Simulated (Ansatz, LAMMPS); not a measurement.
# Structural relaxation of amorphous TiO2 at 3.19 g/cm^3 (84 atoms)

Wanted: the relaxed structure of amorphous TiO2 at 3.19 g/cm^3 (84 atoms) and its electronic structure.

Calculated with Ansatz 0.2.0; Kohn-Sham DFT, PBE, PAW (set soft_2), plane waves.

Report form: the programs' logs are mostly left out.

### 1. The starting structure

The cell holds 84 atoms: 28 Ti and 56 O. Its edges and angles: a = 10.514 Å, b = 10.514 Å, c = 10.514 Å, α = 90.0°, β = 90.0°, γ = 90.0°. 84 atoms (28 Ti, 56 O) placed at random at 3.19 g/cm³, melted at 5000 K for 10 ps at fixed volume with the Morse and Coulomb pair potential with partial charges (Pedone, Malavasi, Menziani, Cormack and Segre, J. Phys. Chem. B 110, 11780 (2006)). Quenched from 5000 K to 300 K at 50 K/ps and fixed volume, held 5 ps, then minimised at fixed cell. The density is one point of a scan and needn't be that of the real material.

Before any run, some limits are plain. The quench rate of 50 K/ps is many orders above laboratory rates, so the cell is likely richer in defects and strain than a real sample. The starting topology of bonds comes from the classical model. Only the Γ point is sampled in the main run, in a cell whose shortest periodic width is 11 Å.

### 2. Making the structure

A classical potential supplies the starting structure, since it reaches far longer times than DFT.

This step: classical MD, Morse and Coulomb pair potential with partial charges (Pedone, Malavasi, Menziani, Cormack and Segre, J. Phys. Chem. B 110, 11780 (2006)) (LAMMPS 22 Jul 2025 - Update 4).

in.lmp

```
# melt-quench of Ti28O56
units metal
atom_style charge
boundary p p p
region box block 0 10.5139 0 10.5139 0 10.5139
create_box 2 box
mass 1 47.8670   # Ti
mass 2 15.9990   # O
create_atoms 1 random 28 34533 NULL overlap 1.5 maxtry 2000
create_atoms 2 random 56 34540 NULL overlap 1.5 maxtry 2000
pair_style hybrid/overlay pedone 5.5 coul/long 8.0
pair_coeff * * coul/long
pair_coeff 1 2 pedone 0.024235 2.254703 2.708943 1   # Ti-O
pair_coeff 2 2 pedone 0.042395 1.379316 3.618701 22   # O-O
set type 1 charge 2.4
set type 2 charge -1.2
kspace_style pppm 1.0e-4
neigh_modify delay 0 every 1 check yes
thermo_style custom step time temp pe press density
thermo_modify norm yes
timestep 0.002
thermo 100
min_style cg
minimize 1e-4 1e-4 200 2000
reset_timestep 0
velocity all create 5000 34534 mom yes dist gaussian
fix lim all nve/limit 0.05
fix lan all langevin 5000 5000 0.2 34535 zero yes
thermo 500
run 1000 post no
unfix lim
unfix lan
thermo 833
fix md all nvt temp 5000 5000 0.2
run 5000 post no
unfix md
thermo 4700
fix md all nvt temp 5000 300 0.2
run 47000 post no
unfix md
thermo 1250
fix md all nvt temp 300 300 0.2
run 2500 post no
unfix md
thermo 100
min_style cg
minimize 0 1e-3 2000 20000
write_dump all custom glass.dump id type xs ys zs modify sort id
```

Run with:

```sh
$ lmp -in in.lmp -log none -nocite
```

Wall time 23 s (1 thread of Arm Neoverse V1, shared host); peak memory 0.072 GiB.

### 3. Single point at the start

The forces at the start show how far the geometry lies from a minimum of this functional.

input.yaml

```yaml
crystal:
  lattice:
    - [10.5139, 0.0, 0.0]
    - [0.0, 10.5139, 0.0]
    - [0.0, 0.0, 10.5139]
  atoms:
    - { symbol: Ti, position: [0.11922, 0.0844, 0.8952] }
    - { symbol: Ti, position: [0.91037, 0.77374, 0.08134] }
    - { symbol: Ti, position: [0.90396, 0.57263, 0.36968] }
    - { symbol: Ti, position: [0.073, 0.44474, 0.77696] }
    - { symbol: Ti, position: [0.65866, 0.10005, 0.4147] }
    - { symbol: Ti, position: [0.99883, 0.40652, 0.10544] }
    - { symbol: Ti, position: [0.87385, 0.1085, 0.11509] }
    - { symbol: Ti, position: [0.61569, 0.03832, 0.90393] }
[... 72 atom lines left out ...]
    - { symbol: O, position: [0.01931, 0.96072, 0.53382] }
    - { symbol: O, position: [0.04925, 0.43497, 0.9477] }
    - { symbol: O, position: [0.24899, 0.67143, 0.96166] }
    - { symbol: O, position: [0.41655, 0.16501, 0.05905] }
kpoints:
  mp_grid: { grid: [1, 1, 1] }
hamiltonian:
  xc: pbe
scf:
  occupations: { method: fermi_dirac, width: 0.025 }
output:
  forces: true
```

Run with:

```sh
$ ansatz run input.yaml --threads 4 --pin off --max-ram 8192MiB --backend cpu --events-out ev --progress --plain --runs-dir out
```

The job ended after 16 s (4 threads of Arm Neoverse V1, shared host; peak memory 1.6 GiB; 63 s of CPU time).

Read from the output:

```yaml
free_energy: -101873.3943 eV
free_energy_per_atom: -1212.7785 eV/atom
scf_cycles: 11
r_m_s_force_component: 0.582 eV/Å
longest_force: 1.676 eV/Å
fermi_energy: 6.349 eV
```

The r.m.s. force component of 0.58 eV/Å sets the starting point.

Neighbours are counted within 2.64 Å (O-Ti).

Length of the force by element and coordination:

```
element  coordination  atoms  mean length of the force (eV/Å)  spread  least   most
      O           all     56                            0.964   0.343  0.265   1.68
      O             2     44                            0.955   0.341  0.265   1.68
      O             3     11                            0.991   0.366  0.331   1.62
      O             4      1                             1.07       0   1.07   1.07
     Ti           all     28                             0.94   0.267  0.441   1.37
     Ti             4     17                            0.930   0.278  0.441   1.33
     Ti             5      9                             1.00   0.234  0.690   1.37
     Ti             6      2                            0.755   0.199  0.556  0.954
```

### 4. Relaxation

With the cell held, the atoms are moved downhill towards a nearby minimum.

input.yaml: that of step 3 with these lines changed.

```diff
@@ -15 +15,4 @@
   forces: true
+relax:
+  f_tol: 0.04
+  max_steps: 250
```

Elapsed: 2.6 min, on 4 threads; peak memory 1.6 GiB.

The steps of the relaxation:

| step | energy less that of the first step (eV) | largest force component (eV/Å) |
| --- | --- | --- |
| 1 | 0.0000 | 1.3301 |
| 2 | -2.1432 | 0.7771 |
| 3 | -3.0391 | 0.4996 |
| 4 | -3.4482 | 0.3653 |
| 5 | -3.5801 | 0.1500 |
| 6 | -3.5728 | 0.6601 |
| 7 | -3.6142 | 0.0746 |
| 8 | -3.6216 | 0.1128 |
| 9 | -3.6236 | 0.1866 |
| 10 | -3.6302 | 0.0665 |
| 11 | -3.6299 | 0.0430 |
| 12 | -3.6309 | 0.0394 |

Relaxation steps 6, 11 were tried and not accepted.

The atoms that moved most (Å):

```csv
atom,dx,dy,dz,length
O36,0.064,0.096,-0.541,0.553
O58,-0.105,0.327,0.144,0.372
O44,0.276,-0.039,0.208,0.348
O64,-0.310,0.113,-0.018,0.330
Ti2,-0.095,-0.081,0.291,0.317
O72,0.109,0.245,0.159,0.312
O56,0.109,0.202,-0.206,0.309
O67,0.185,0.217,0.007,0.285
```

The relaxation changed the energy by -43.2 meV/atom, and atoms moved by 0.20 Å r.m.s., 0.55 Å at most.

### 5. Structure statistics after relaxation

Bonds before and after, by the cutoffs listed below:

```
pair  bonds before  bonds after  mean before (Å)  mean after (Å)  spread before (Å)  spread after (Å)
O-Ti           125          129            1.859           1.891              0.163             0.122
```

Density 3.19 g/cm³, 13.84 Å³ an atom.

g(r), total and by pair (bins of 0.2 Å):

| r (Å) | total | O-O | O-Ti | Ti-Ti |
| --- | --- | --- | --- | --- |
| 1.70 | 0.92 | 0.00 | 2.07 | 0.00 |
| 1.90 | 3.32 | 0.00 | 7.45 | 0.00 |
| 2.10 | 0.46 | 0.00 | 1.03 | 0.00 |
| 2.30 | 0.07 | 0.00 | 0.17 | 0.00 |
| 2.50 | 0.23 | 0.46 | 0.05 | 0.00 |
| 2.70 | 0.93 | 2.01 | 0.08 | 0.00 |
| 2.90 | 1.57 | 3.35 | 0.11 | 0.27 |
| 3.10 | 1.04 | 1.92 | 0.16 | 1.08 |
| 3.30 | 0.84 | 0.89 | 0.52 | 1.93 |
| 3.50 | 0.96 | 0.80 | 0.62 | 3.00 |
| 3.70 | 0.97 | 0.78 | 1.02 | 1.50 |
| 3.90 | 1.01 | 0.63 | 1.48 | 0.62 |
| 4.10 | 1.15 | 0.63 | 1.86 | 0.41 |
| 4.30 | 1.15 | 0.62 | 1.73 | 0.96 |
| 4.50 | 1.05 | 0.50 | 1.58 | 1.09 |
| 4.70 | 1.12 | 0.81 | 1.31 | 1.56 |
| 4.90 | 0.89 | 1.03 | 0.74 | 0.94 |
| 5.10 | 0.94 | 1.17 | 0.76 | 0.68 |

Bonds by pair of elements; cutoffs follow the first minimum of g(r), held within bounds set by covalent radii, and pairs that aren't listed don't count as bonded:

```
pair A-B  cutoff (Å)  bonds  mean length (Å)  spread (Å)  shortest (Å)  B about A  A about B
    O-Ti        2.64    129             1.89       0.122          1.72       2.30       4.61
```

How many atoms have how many bonded neighbours:

```csv
element,mean,2,3,4,5,6
O,2.30,40,15,1,0,0
Ti,4.61,0,0,14,11,3
```

Bond angles, per cent of each kind in bins of 5°:

| angle (°) | O-Ti-O | Ti-O-Ti |
| --- | --- | --- |
| 70–75 | 2.1 | 0.0 |
| 75–80 | 4.2 | 0.0 |
| 80–85 | 6.3 | 0.0 |
| 85–90 | 7.1 | 0.0 |
| 90–95 | 7.1 | 2.2 |
| 95–100 | 9.6 | 7.7 |
| 100–105 | 13.4 | 9.9 |
| 105–110 | 17.2 | 5.5 |
| 110–115 | 11.7 | 4.4 |
| 115–120 | 5.9 | 1.1 |
| 120–125 | 2.9 | 6.6 |
| 125–130 | 1.3 | 13.2 |
| 130–135 | 0.8 | 6.6 |
| 135–140 | 0.0 | 6.6 |
| 140–145 | 1.3 | 8.8 |
| 145–150 | 1.7 | 6.6 |
| 150–155 | 1.7 | 2.2 |
| 155–160 | 0.4 | 5.5 |
| 160–165 | 1.7 | 8.8 |
| 165–170 | 1.3 | 2.2 |
| 170–175 | 2.5 | 2.2 |

Bond angles (no mean is given where the spread exceeds 20°):

```csv
angle,count,mean (°),spread (°)
O-Ti-O,239,-,-
Ti-O-Ti,91,-,-
```

Bond length by coordination (bonds to H left out):

| element | coordination | atoms | mean bond length (Å) |
| --- | --- | --- | --- |
| O | 2 | 40 | 1.83 |
| O | 3 | 15 | 1.99 |
| O | 4 | 1 | 2.08 |
| Ti | 4 | 14 | 1.83 |
| Ti | 5 | 11 | 1.92 |
| Ti | 6 | 3 | 2.00 |

Rings of the network by King's shortest-path rule, up to 12 atoms, one path for each pair of neighbours; H, halogens, alkali and alkaline-earth atoms are left out, and the last column divides by all other atoms, bonded or not:

| ring size (atoms) | rings | per network atom |
| --- | --- | --- |
| 4 | 10 | 0.119 |
| 6 | 9 | 0.107 |
| 8 | 30 | 0.357 |
| 10 | 50 | 0.595 |
| 12 | 24 | 0.286 |

First main peaks of g(r), for some of the pairs, lie near 2.9 Å (O-O), 1.8 Å (O-Ti) and 3.5 Å (Ti-Ti). With the cutoffs above, 71 % of O atoms have 2 and 50 % of Ti atoms have 4 bonded neighbours. Bonds at O atoms with 2 neighbours average 1.83 Å, against 1.99 Å at those with 3. Rings of 10 atoms are the most common (41 % of those counted); sizes run from 4 to 12, where the search stops.

### 6. Single point at the relaxed geometry

One more single point at the end of the walk gives the fuller output and checks the residual forces.

input.yaml

```yaml
crystal:
  lattice:
    - [10.5139, 0.0, 0.0]
    - [0.0, 10.5139, 0.0]
    - [0.0, 0.0, 10.5139]
  atoms:
    - { symbol: Ti, position: [0.11708, 0.0823, 0.9041] }
    - { symbol: Ti, position: [0.90132, 0.76601, 0.10903] }
    - { symbol: Ti, position: [0.91269, 0.5835, 0.35184] }
    - { symbol: Ti, position: [0.05688, 0.43874, 0.76646] }
    - { symbol: Ti, position: [0.67561, 0.09338, 0.4273] }
    - { symbol: Ti, position: [0.99361, 0.40209, 0.10222] }
    - { symbol: Ti, position: [0.86105, 0.10298, 0.11472] }
    - { symbol: Ti, position: [0.61439, 0.04814, 0.90542] }
[... 72 atom lines left out ...]
    - { symbol: O, position: [0.01212, 0.94914, 0.54026] }
    - { symbol: O, position: [0.04687, 0.42275, 0.94207] }
    - { symbol: O, position: [0.23298, 0.66048, 0.94925] }
    - { symbol: O, position: [0.42523, 0.16269, 0.0667] }
kpoints:
  mp_grid: { grid: [1, 1, 1] }
hamiltonian:
  xc: pbe
scf:
  occupations: { method: fermi_dirac, width: 0.025 }
output:
  forces: true
  stress: true
  populations: true
  dos:
    method: { smearing: { sigma: 0.08 } }
    de: 0.05
    projected: { site_lists: { O: [O], Ti: [Ti] } }
  eigenvalues: true
  write_density: true
  write_potential: true
  volumetric_format: npy
```

The job ended after 27 s (4 threads; peak memory 1.6 GiB; 1.7 min of CPU time).

The run gave:

- free energy: -101877.0252 eV
- free energy per atom: -1212.8217 eV/atom
- SCF cycles: 12
- pressure: 1.486 GPa
- r.m.s. force component: 0.00953 eV/Å
- longest force: 0.04305 eV/Å
- Fermi energy: 6.276 eV
- gap (highest filled to lowest empty level): 2.792 eV
- spilling of the projection: 0.003444

Löwdin charges by element and coordination (they lack the spilled electrons, 0.028 e an atom on average):

```csv
element,coordination,atoms,mean charge (e),spread,least,most
O,all,56,-0.625,0.0423,-0.728,-0.567
O,2,40,-0.604,0.0238,-0.675,-0.567
O,3,15,-0.676,0.0253,-0.718,-0.633
O,4,1,-0.728,0,-0.728,-0.728
Ti,all,28,1.33,0.0124,1.31,1.36
Ti,4,14,1.33,0.0112,1.31,1.35
Ti,5,11,1.33,0.0144,1.31,1.36
Ti,6,3,1.33,0.0086,1.32,1.34
```

States in the cell by windows of 1 eV, zero at the Fermi level; the larger projections on atomic orbitals stand beside the total:

```
from (eV)  to (eV)  total   O p  Ti d
      -14       -6    0.0   0.0   0.0
       -6       -5   43.7  30.3  11.1
       -5       -4  112.4  80.9  26.9
       -4       -3   69.1  55.9  11.2
       -3       -2   82.3  73.2   7.3
       -2       -1   28.4  26.4   1.5
       -1        1    0.0   0.0   0.0
        1        2   37.5   2.8  33.5
        2        3   71.8   9.8  58.0
```

Between -26 and -14 eV lie 112 more states.

The stored curve holds about 448 of the 672 electrons; the rest, give or take the few that broadening carries across the Fermi level, lie in deeper levels below its range.

The levels nearest the highest filled one (over half full), pooled over k-points and spins:

```
level less the highest filled one (eV)  occupation
                                -0.302           2
                                -0.242           2
                                -0.188           2
                                -0.111           2
                               -0.0177           2
                                     0           2
                                  2.79           0
                                  2.89           0
                                  2.92           0
                                  2.97           0
                                  3.01           0
                                  3.04           0
```

Electrostatic potential energy in the ac plane at fractional y = 0.440, with atoms of Ti and O within 0.2 Å of it. With pseudopotentials it is smooth inside the atoms' cores, unlike the true potential.

Ten even steps from '_' (-33 eV) to '@' (12 eV), each cell a mean:
```
::__..##@@@@@@@@@@****%%@@@@@@@@@@@@@@%%%%==__..**@@@@@@@@%%
..____**@@@@@@@@@@@@@@@@@@@@@@@@@@@@%%%%%%::____==@@@@@@@@%%
**==++%%@@@@@@@@@@@@@@@@@@@@@@@@@@%%**++**++--==%%@@@@@@@@@@
**====**%%@@@@@@@@@@@@@@@@@@@@@@%%++::....==##@@@@@@@@@@@@%%
::____::**%%@@@@@@@@@@@@@@@@@@@@##--______::##%%@@@@@@@@%%**
..____..++**++**@@@@@@@@@@@@%%%%##==..____--##@@@@@@@@@@%%++
::....--**::____++%%%%%%%%##++**%%##++====**##@@@@@@@@@@%%**
##++++##%%--____++**==++**####%%@@@@%%%%%%****%%@@@@@@@@@@%%
@@%%%%@@@@%%****++::____::**%%@@@@@@@@@@@@%%##@@@@@@@@@@@@@@
@@@@@@@@@@@@@@%%==________++%%@@@@@@@@@@@@@@@@@@@@%%%%@@@@@@
@@@@@@@@@@@@@@%%**::____::**%%@@@@@@@@@@@@@@@@@@@@%%%%@@@@@@
@@@@@@@@@@@@%%####**++++**##++**%%@@@@@@@@@@@@@@@@%%##++##@@
@@@@@@@@@@%%::__..##%%%%%%--____--%%######%%@@@@@@##..__..##
@@@@@@@@@@**______**@@@@@@--____::++--::==##%%@@@@##..__..##
@@@@@@@@@@%%++--++@@@@@@@@%%**++++::____..==%%@@@@@@##++##@@
@@@@@@@@@@@@@@@@@@@@@@@@@@@@@@%%**::____..==%%@@@@@@@@@@@@@@
@@@@@@@@@@@@@@@@@@@@@@@@@@@@@@@@%%++--::==##%%@@@@@@@@@@@@@@
@@@@@@@@@@@@@@@@@@@@@@@@@@@@@@@@@@%%####%%%%@@@@@@@@@@@@@@@@
%%%%@@@@@@@@@@@@@@@@@@@@@@@@@@@@@@++--++%%@@@@@@@@@@@@@@%%%%
++**%%@@@@@@@@@@@@@@@@@@@@@@@@@@@@==..==%%@@@@@@@@@@@@%%##++
..--**%%@@@@@@@@@@@@@@@@@@@@@@@@@@%%**##%%@@@@@@@@@@%%##--..
__::++%%@@@@@@@@@@####%%@@@@@@@@@@@@@@%%%%%%%%@@@@@@%%**::__
::==##%%@@@@@@@@**::..++@@@@@@@@@@@@%%######%%@@@@@@%%##==::
****##@@@@@@@@@@**____==@@@@@@@@@@@@%%%%######%%@@@@@@%%####
```
Columns run along a (10.5 Å; values clipped at the 3rd and 97th percentile), rows up along c (10.5 Å). Atoms in or near the plane, at fractional coordinates: Ti at (0.06, 0.77), Ti at (0.64, 0.80), Ti at (0.63, 0.37), Ti at (0.36, 0.60), O at (0.24, 0.44), O at (0.91, 0.45), O at (0.22, 0.70), O at (0.75, 0.94), O at (0.49, 0.45), O at (0.05, 0.94).

Valence density in the ac plane at fractional y = 0.440, with atoms of Ti and O within 0.2 Å of it. It is the smooth field of the valence electrons, not physical close to the nuclei.

Values in e/Å³, 13 rows by 16 columns, each cell a mean:
```
4.1 3.1 0.3 0.1 0.3 0.8 0.3 0.1 0.1 0.1 0.3 2.7 4.2 0.5 0.1 0.5
1.4 1.2 0.2 0.0 0.0 0.0 0.0 0.1 0.2 0.6 1.4 1.3 1.5 0.2 0.0 0.2
4.6 5.1 0.6 0.4 0.2 0.0 0.1 0.2 0.3 2.6 7.7 2.1 0.1 0.0 0.0 0.3
3.4 4.0 1.4 4.4 1.7 0.2 0.3 1.2 0.9 0.6 1.8 1.1 0.4 0.1 0.1 0.3
0.1 0.1 0.5 1.9 1.3 4.0 2.8 0.5 0.3 0.1 0.2 0.9 0.6 0.1 0.1 0.1
0.0 0.0 0.1 0.2 0.9 5.9 4.2 0.3 0.2 0.0 0.0 0.1 0.1 0.1 0.2 0.1
0.1 0.0 0.2 1.9 2.0 0.6 0.5 2.6 2.5 0.4 0.1 0.1 0.1 0.7 3.1 1.3
0.1 0.0 0.3 3.3 3.4 0.4 0.3 2.9 3.1 2.6 4.0 0.6 0.1 0.8 3.7 1.6
0.0 0.0 0.1 0.3 0.3 0.1 0.0 0.2 0.3 3.3 5.8 0.9 0.1 0.1 0.2 0.1
0.1 0.1 0.1 0.1 0.0 0.0 0.0 0.0 0.1 0.8 0.8 0.1 0.0 0.0 0.1 0.1
0.6 0.2 0.2 0.1 0.0 0.0 0.0 0.0 0.3 2.1 1.7 0.2 0.0 0.1 0.2 0.6
4.1 0.4 0.1 0.1 0.3 0.7 0.2 0.0 0.1 0.4 0.4 0.1 0.1 0.1 0.3 3.6
1.4 0.5 0.1 0.1 1.4 3.9 0.9 0.1 0.0 0.1 0.2 0.5 0.5 0.1 0.1 0.8
```
Columns run along a (10.5 Å), rows up along c (10.5 Å). Atoms in or near the plane, at fractional coordinates: Ti at (0.06, 0.77), Ti at (0.64, 0.80), Ti at (0.63, 0.37), Ti at (0.36, 0.60), O at (0.24, 0.44), O at (0.91, 0.45), O at (0.22, 0.70), O at (0.75, 0.94), O at (0.49, 0.45), O at (0.05, 0.94).

Mean Löwdin charges: O -0.63, Ti +1.33 e (they miss 0.34 % of the electrons, so they add up to more than the cell's charge). The largest share in the top eV of filled states is O p (93 % of the projected weight), and in the lowest eV of empty states Ti d (89 % of the projected weight).

The surroundings of O55, which has 4 bonded neighbours where the commonest count for O is 2, nearest first, numbered as they follow in the input and with coordinates relative to it.

| atom | x | y | z | distance (Å) | bonds | Löwdin charge (e) |
| --- | --- | --- | --- | --- | --- | --- |
| O55 | 0.00 | 0.00 | 0.00 | 0.00 | 4 | -0.73 |
| Ti25 | 0.30 | -1.40 | 1.36 | 1.98 | 5 | 1.36 |
| Ti23 | 0.09 | 1.99 | 0.13 | 2.00 | 5 | 1.34 |
| Ti15 | 1.40 | -0.61 | -1.51 | 2.15 | 5 | 1.31 |
| Ti5 | -1.76 | -0.34 | -1.30 | 2.21 | 6 | 1.33 |
| O77 | -1.49 | 1.59 | -1.24 | 2.51 | 3 | -0.69 |
| O48 | -1.03 | -2.04 | -1.15 | 2.56 | 2 | -0.63 |
| O81 | 1.78 | -1.86 | -0.11 | 2.58 | 3 | -0.65 |
| O57 | 2.33 | 0.89 | -1.12 | 2.74 | 2 | -0.58 |
| O75 | 0.08 | -0.17 | -2.74 | 2.75 | 3 | -0.63 |
| O76 | 1.43 | 1.93 | 1.44 | 2.80 | 2 | -0.60 |
| O33 | -1.18 | -1.07 | 2.45 | 2.92 | 2 | -0.59 |
| O69 | 1.64 | -0.87 | 2.43 | 3.06 | 2 | -0.58 |
| O54 | -3.07 | -0.56 | -0.03 | 3.12 | 2 | -0.58 |
| O70 | -1.22 | 2.65 | 1.27 | 3.19 | 2 | -0.58 |

The column of bonds counts only the pairs O-Ti within 2.64 Å; other neighbours, such as metal atoms beside each other in a compound, aren't counted, and periodic images can show an atom twice.

### 7. K-mesh 2×2×2

A denser mesh tests the sampling of the Brillouin zone.

input.yaml: that of step 6 with these lines changed.

```diff
@@ -8,3 +8,3 @@
 kpoints:
-  mp_grid: { grid: [1, 1, 1] }
+  mp_grid: { grid: [2, 2, 2] }
 hamiltonian:
@@ -22,4 +22 @@
   eigenvalues: true
-  write_density: true
-  write_potential: true
-  volumetric_format: npy
```

Run time: 4.2 min. Hardware: 4 threads; peak memory 6.1 GiB; 17 min of CPU time.

The program notes that it cut back its work space to fit the memory limit.

Geometry and reference: those of the single point at the relaxed geometry.

Forces differ from those of the single point at the relaxed geometry by 9.0 meV/Å r.m.s.; the energy by -0.31 meV/atom and the gap by -0.10 eV. It took 4.2 min and 12 cycles; the reference's time can't be set against it, since the two runs asked for unlike analyses.

[end of part 1 of 2]

[Logs are printed without paths, hosts, clocks, repeated set-up lines and the standing remarks that a program may print on its own settings, such as how far it seeks lower states.]

[Hosts, paths, dates, database ids (printed as entryN), source tags and the programs' standing remarks are cut or masked in the printed files.]
